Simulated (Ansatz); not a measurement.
Run this with Ansatz's Python interface and show what comes out.

`pt_transition.py`:
```python
import warnings

import ansatz as az
import numpy as np

params = {
    'xc': 'revpbe',
    'k_spacing': 0.39,
    'filling': 'gaussian',
    'smearing_width': 0.1,
}


def sc(first, a):
    return (
        az.Lattice.cubic(a)
        .space_group(221)
        .atom(first, (0, 0, 0))
    )


def bcc(A, a):
    return (
        az.Lattice.bcc(a)
        .space_group(229)
        .atom(A, (0, 0, 0))
        .primitive()
    )


def run_phase(name, crystal, pressure=0.0):
    calc = (
        crystal.calculation()
        .functional(params['xc'])
        .mixing('anderson')
        .accuracy('low')
        .pseudopotentials('nc')
        .kpoints(spacing=params['k_spacing'])
        .occupations(params['filling'], width=params['smearing_width'])
    )
    calc = calc.relax(force_tolerance=0.03, cell=True, pressure=pressure)
    return calc.run(threads=1, pin='off')


def volume_per_atom(outcome):
    return abs(np.linalg.det(outcome.lattice.cell_ang)) / len(outcome.lattice.sites)

warnings.simplefilter('ignore', az.DeckWarning)

phases = {}
phases['sc'] = sc('Pt', 2.55)
phases['bcc'] = bcc('Pt', 3.11)

pressures = [0, 5, 10, 20]
enthalpy, volume = {name: [] for name in phases}, {name: [] for name in phases}
for p in pressures:
    for name, crystal in phases.items():
        o = run_phase(name, crystal, pressure=p)
        volume[name].append(volume_per_atom(o))
        enthalpy[name].append(o.report['energy_sigma0_ev'] / len(o.lattice.sites) + p * volume[name][-1] / 160.21766)
gap = np.array(enthalpy['bcc']) - np.array(enthalpy['sc'])
rows = [(p, va, vb, 1000 * d) for p, va, vb, d in zip(pressures, volume['sc'], volume['bcc'], gap)]
print('   P (GPa)  V sc (A^3/atom)  V bcc (A^3/atom)  H(bcc) - H(sc) (meV/atom)')
for row in rows:
    print(f'{row[0]:10d}  {row[1]:15.3f}  {row[2]:16.3f}  {row[3]:+25.1f}')
crossings = [p0 - g0 * (p1 - p0) / (g1 - g0) for p0, p1, g0, g1 in zip(pressures, pressures[1:], gap, gap[1:]) if g0 * g1 < 0]
print('crossing near', [round(float(p), 1) for p in crossings], 'GPa') if crossings else print('no crossing in this range')
```

```console
$ python pt_transition.py
   P (GPa)  V sc (A^3/atom)  V bcc (A^3/atom)  H(bcc) - H(sc) (meV/atom)
         0           18.283            16.133                     -162.7
         5           17.818            15.795                     -227.7
        10           17.414            15.495                     -289.1
        20           16.742            14.977                     -404.2
no crossing in this range
```

Reading the output:
- The settings weren't tested for convergence.
- Spin is left out of this run.
- Such functionals run on norm-conserving files made under PBE, which can move pressures by some GPa.
- At a fixed pressure a relaxation lowers the enthalpy F + PV, while F alone can rise.
- Spin-orbit coupling, which matters for elements this heavy, is left out.
- Only these two structures are compared, at zero temperature and with their symmetry kept; either may be hypothetical, and another phase may be lower than both. Differences under about 40 meV an atom lie within the error of mesh and functional.
- The cells are prototypes set up for this calculation and needn't exist.
- It ran for 2.6 min on 1 thread of Arm Neoverse N1 (shared host), peak memory 0.34 GiB.
